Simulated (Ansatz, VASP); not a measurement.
TiTe2: VASP beside Ansatz

Contents of INCAR:

```
ALGO = Normal
EDIFF = 1E-7
ENCUT = 520
GGA = PE
ISIF = 2
ISMEAR = 0
LASPH = T
LCHARG = F
LREAL = F
LWAVE = F
NBANDS = 19
NELM = 100
PREC = Accurate
SIGMA = 0.1
```

The input KPOINTS:

```
k-points
0
Gamma
  15 15 8
```

POSCAR

```
TiTe2
1.0
    3.7112433021      0.0000000000      0.0000000000
   -1.8556216511      3.2140309793      0.0000000000
    0.0000000000      0.0000000000      6.9696898200
Ti Te
1 2
Direct
    0.0000000000      0.0000000000      0.0000000000
    0.6666666667      0.3333333333      0.2514911831
    0.3333333333      0.6666666667      0.7485088169
```

Input for Ansatz:

```yaml
crystal:
  lattice:
    - [3.7112433021, 0.0, 0.0]
    - [-1.8556216511, 3.2140309793, 0.0]
    - [0.0, 0.0, 6.96968982]
  atoms:
    - { symbol: Ti, position: [0.0, 0.0, 0.0] }
    - { symbol: Te, position: [0.6666666667, 0.3333333333, 0.2514911831] }
    - { symbol: Te, position: [0.3333333333, 0.6666666667, 0.7485088169] }
basis:
  ecutwfc: 420
kpoints:
  mp_grid: { grid: [15, 15, 8] }
hamiltonian:
  xc: pbe
scf:
  occupations: { method: gaussian, width: 0.1 }
output:
  forces: true
  stress: true
  eigenvalues: true
```

Alike in both runs: task single point; functional PBE; k mesh 15 × 15 × 8; occupations gaussian, width 0.1 eV; no spin polarisation.

```csv
,VASP,Ansatz
version,VASP 6.6.1,Ansatz 0.2.0
potentials or method,"VASP PAW PBE potentials, release 64 (Ti_sv, Te)","scalar-relativistic, plane waves, PAW"
plane-wave cutoff (eV),520,420
valence electrons in the cell,24,44
```

```tsv
	VASP	Ansatz	Ansatz less VASP
gap on the k mesh at the Fermi level (eV)	none	none	-
pressure (GPa)	1.0	1.0	0.00
largest component of the traceless stress (GPa)	0.59	0.61	+0.019
rms of the force components (eV/Å)	0.020	0.015	-0.0046
```

Atom by atom the forces differ by 0.005 eV/Å (rms over components). A gap of «none» marks a metal or a gap that the smearing closes. The two sets of potentials don't hold the same shells in valence.

Caveats: this functional lacks dispersion, which binds the layers, so the pressure and a relaxed spacing across them are unreliable. Spin-orbit coupling is left out, which matters for the levels of Te.
